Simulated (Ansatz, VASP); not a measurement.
**Pb: VASP beside Ansatz**

```
Pb
1.0
     0.00000    2.51759    2.51759
     2.51759    0.00000    2.51759
     2.51759    2.51759    0.00000
Pb
1
Cartesian
  0.0000 0.0000 0.0000
```

Alike in both runs: task single point; functional PBE; k mesh 11 × 11 × 11; occupations fermi-dirac, width 0.1 eV; no spin polarisation.

|  | VASP | Ansatz |
| --- | --- | --- |
| version | VASP 6.6.1 | Ansatz 0.2.0 |
| potentials or method | VASP PAW PBE potentials, release 64 (Pb_d) | plane waves (420 eV) with PAW, scalar-relativistic |
| plane-wave cutoff (eV) | 520 | 420 |
| valence electrons in the cell | 14 | 14 |

|  | VASP | Ansatz | Ansatz less VASP |
| --- | --- | --- | --- |
| pressure (GPa) | -0.1 | 0.0 | +0.06 |

The functional is the same, so the differences come from potentials, cutoffs and numerics.

Spin-orbit coupling is left out, which matters for the levels of Pb.
